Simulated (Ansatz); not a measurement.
## A film clamped to a substrate in NaCl

All numbers below come from DFT PBE, scalar-relativistic, plane waves, PAW in Ansatz. Settings: plane waves to 420 eV, k-mesh 8×8×8 (Γ-centred), Gaussian smearing 0.05 eV. No spin polarisation. Energies are free energies at this smearing, counted from the undisturbed cell; pressure is positive in compression.

Reference structure (as given, not relaxed at this level; it stands at 0.4 GPa):

```xyz
2
Lattice="0.0000 2.8317 2.8317 2.8317 0.0000 2.8317 2.8317 2.8317 0.0000" Properties=species:S:1:pos:R:3 pbc="T T T"
Na    0.0000    0.0000    0.0000
Cl    2.8317    2.8317    2.8317
```

The cell (2 atoms, V0 = 45.41 Å³) is strained by p along both x and y and by q along z, fractional coordinates fixed. τp = (1/V0) ∂E/∂p = (σxx + σyy)(1 + p)(1 + q) and τq = (1/V0) ∂E/∂q = σzz(1 + p)², with tension positive.

```csv
p,q,ΔE (meV/atom),τp (GPa),τq (GPa)
0.000,0.000,0.00,-0.84,-0.42
-0.040,0.000,21.84,-7.37,-1.39
0.040,0.000,7.55,3.16,0.54
0.000,-0.040,9.41,-1.86,-3.13
0.000,0.040,2.53,0.08,1.16
```

**Question.** Get the second derivatives of the energy density.

**Answer.** Central differences give A = ∂τp/∂p = 132 GPa (C11 + C22 + 2 C12), C = ∂τq/∂q = 54 GPa (C33) and the cross term B = ∂τq/∂p = 24.2 GPa (C13 + C23); ∂τp/∂q = 24.2 GPa must equal B, and any difference shows higher-order terms. Steps this large leave an error of some per cent of A or C in all of these, which can swamp a small B. The ions are clamped. In a cubic crystal C11 = C = 54, C12 = B/2 = 12.1 GPa and A should be 2(C11 + C12) = 131 GPa; the bulk modulus is (C11 + 2 C12)/3 = 25.9 GPa.

**Question.** A film of this crystal grows with z along the normal on a substrate that imposes p. How does its thickness respond, and what does the misfit cost?

**Answer.** Count p and q from the stress-free cell. A free surface needs τq = 0, so q = −(B/C) p = -0.45 p. The energy density left is (A − B²/C) p²/2 = M p², with the biaxial modulus M = 60 GPa; a misfit of 1 % costs 0.86 meV/atom, against 0.93 meV/atom if the thickness were held.

At p = 0.080 the energies along q are 48.1 (q = -0.080), 30.9 (q = -0.040), 32.7 (q = 0.000), 45.6 (q = 0.040), 64.4 (q = 0.080) meV/atom.

**Question.** Does the linear rule hold at this misfit?

**Answer.** A parabola through the lowest point and its neighbours has its minimum at q = -0.024, 29.3 meV/atom. With the stress left in the starting cell, τp0 and τq0, linear elasticity gives q = −(τq0 + Bp)/C = -0.028 and E = V0(τp0 p + τq0 q + Ap²/2 + Bpq + Cq²/2)/N = 47.2 meV/atom. The energies differ by more than a tenth, so the quadratic law fails here: the gap holds the anharmonic part, with some error from the wide steps. Cubic terms also shift the vertex of so wide a parabola.